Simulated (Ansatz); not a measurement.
Input:

```yaml
crystal:
  lattice:
    - [5.567759, 0.0, 0.0]
    - [2.783879, 4.821821, 0.0]
    - [0.0, 0.0, 17.68257]
  atoms:
    - { symbol: Mg, position: [0.0, 0.0, 0.0565529] }
    - { symbol: O, position: [0.3333333, 0.8333333, 0.120826] }
    - { symbol: Mg, position: [0.0, 0.5, 0.0565529] }
    - { symbol: O, position: [0.3333333, 0.3333333, 0.120826] }
    - { symbol: Mg, position: [0.5, 0.0, 0.0565529] }
    - { symbol: O, position: [0.8333333, 0.8333333, 0.120826] }
    - { symbol: Mg, position: [0.5, 0.5, 0.0565529] }
    - { symbol: O, position: [0.8333333, 0.3333333, 0.120826] }
    - { symbol: Mg, position: [0.6666667, 0.6666667, 0.1850991] }
    - { symbol: O, position: [0.0, 0.5, 0.2493722] }
    - { symbol: Mg, position: [0.6666667, 0.1666667, 0.1850991] }
    - { symbol: O, position: [0.0, 0.0, 0.2493722] }
    - { symbol: Mg, position: [0.1666667, 0.6666667, 0.1850991] }
    - { symbol: O, position: [0.5, 0.5, 0.2493722] }
    - { symbol: Mg, position: [0.1666667, 0.1666667, 0.1850991] }
    - { symbol: O, position: [0.5, 0.0, 0.2493722] }
    - { symbol: Mg, position: [0.3333333, 0.3333333, 0.3136454] }
    - { symbol: O, position: [0.6666667, 0.1666667, 0.3779185] }
    - { symbol: Mg, position: [0.3333333, 0.8333333, 0.3136454] }
    - { symbol: O, position: [0.6666667, 0.6666667, 0.3779185] }
    - { symbol: Mg, position: [0.8333333, 0.3333333, 0.3136454] }
    - { symbol: O, position: [0.1666667, 0.1666667, 0.3779185] }
    - { symbol: Mg, position: [0.8333333, 0.8333333, 0.3136454] }
    - { symbol: O, position: [0.1666667, 0.6666667, 0.3779185] }
basis:
  ecutwfc: 420.0
kpoints:
  mp_grid: { grid: [2, 2, 1] }
hamiltonian:
  xc: pbe
  pseudopotentials: { kind: paw, azcp: { folder: soft_1 } }
scf:
  occupations: { method: fermi_dirac, width: 0.05 }
  lower_state_search: "off"
relax:
  f_tol: 0.08
  max_steps: 25
  adjacent_minimum: "off"
  constraints: [{ sites: [0, 1, 2, 3, 4, 5, 6, 7] }]
```

Launched with:

```bash
$ ansatz run input.yaml --threads 2 --pin off --max-ram 5120MiB --backend cpu --events-out ev --progress --plain --runs-dir out
```

Hardware: 2 threads of Intel(R) Xeon(R) Platinum 8259CL CPU @ 2.50GHz (Skylake/Cascade Lake), with other jobs on the host.

Problem. Roughly how long does this run take, and how much memory?

Solution. 31 s, with a peak of 0.84 GiB, for 5 ionic steps.
